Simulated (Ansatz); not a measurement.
Pb, DFT, PBE, PAW with Ansatz's default frozen-core files, scalar-relativistic (Ansatz 0.2.0), run on 1 thread of Intel(R) Xeon(R) Platinum 8488C (Sapphire Rapids) on a shared host.

The cell is COD entry 1537623, as deposited and not checked against the literature; nothing was relaxed. The listed cell was then made from it by scaling, straining or moving an atom.

Command: `ansatz run input.yaml --threads 1 --pin off --max-ram 3072MiB --backend cpu --events-out ev --progress --plain --runs-dir out`

```yaml
crystal:
  lattice:
    - [3.4104006768, 0.0, 0.0]
    - [-1.7052003384, 2.9534936231, 0.0]
    - [0.0, 0.0, 5.59]
  atoms:
    - { symbol: Pb, position: [0.3333333333, 0.6666666667, 0.25] }
    - { symbol: Pb, position: [0.6666666667, 0.3333333333, 0.75] }
kpoints:
  mp_grid: { grid: [12, 12, 7] }
scf:
  occupations: { method: fermi_dirac, width: 0.05 }
hamiltonian:
  xc: pbe
  pseudopotentials: { kind: paw }
output:
  forces: true
  stress: true
  eigenvalues: true
  efg: { contact_densities: true }
```

Question: How large is the problem that the program sets up?

Answer: 76 irreducible k-points, 1099 plane waves at Γ, 18 bands.

Question: About how long does it take, and how much memory does it use?

Answer: 3.9 s of wall time for 7 SCF iterations, with a peak of 0.43 GiB. Times on shared machines scatter by tens of per cent.

Question: And the same cell and mesh by crystal-made all-electron datasets, asked for forces, stress, eigenvalues, efg, on the same hardware?

Answer: 7.7 s, peak memory 0.48 GiB.
